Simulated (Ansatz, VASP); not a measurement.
Two plane-wave programs on Ru

```
CELL_PARAMETERS angstrom
0.10002 2.02653 2.02653
2.02653 0.10002 2.02653
2.02653 2.02653 0.10002
ATOMIC_POSITIONS crystal
Ru 0.00000 0.00000 0.00000
```

Change from the starting cell: equal engineering shear yz, xz and xy +0.0525, equal normal strain along x, y and z +0.0375.

Alike in both runs: task single point; functional PBE; k mesh 20 × 20 × 20; occupations gaussian, width 0.15 eV; no spin polarisation.

```csv
,VASP,Ansatz
version,VASP 6.6.1,Ansatz 0.2.0
potentials or method,"VASP PAW PBE potentials, release 64 (Ru_pv)","scalar-relativistic, plane waves, PAW"
plane-wave cutoff (eV),520,420
valence electrons in the cell,14,16
```

VASP gave:

```
gap on the k mesh at the Fermi level (eV)       : none
pressure (GPa)                                  : -23.8
largest component of the traceless stress (GPa) : 7.81
```

Problem. Estimate Ansatz's values.

Solution. gap on the k mesh at the Fermi level (eV): none; pressure (GPa): -23.6; largest component of the traceless stress (GPa): 7.83.

A gap of «none» marks a metal or a gap that the smearing closes. The functional is the same, so the differences come from potentials, cutoffs and numerics. The two sets of potentials don't hold the same shells in valence.

Caveats: so large a pressure means that the cell lies far from this level's equilibrium, or that cutoff or potentials fall short (VASP).
